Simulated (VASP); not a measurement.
The system is BAs.

```xyz
2
Lattice="0.0000 2.3885 2.3885 2.3885 0.0000 2.3885 2.3885 2.3885 0.0000" Properties=species:S:1:pos:R:3 pbc="T T T"
B     0.0000    0.0000    0.0000
As    1.1943    1.1943    1.1943
```

Base run:

```yaml
Program: VASP 6.6.1
Functional: PBE
Potentials_or_basis: VASP PAW PBE potentials, release 64 (B, As)
Cutoff: 520 eV
k_mesh: 10 × 10 × 10
Occupations: gaussian, width 0.03 eV
Spin: no spin polarisation
```

Its results: band gap on the k mesh 1.18 eV, indirect (least direct gap 3.28 eV); pressure 3.4 GPa.

Q: The run is repeated on the same cell with these changes: functional from PBE to LDA; potentials or basis from VASP PAW PBE potentials, release 64 (B, As) to VASP PAW LDA potentials, release 64 (B, As). What comes out?

A: Band gap on the k mesh 1.12 eV, indirect (least direct gap 3.25 eV); pressure -3.1 GPa.

Not every run made on this cell is shown here.
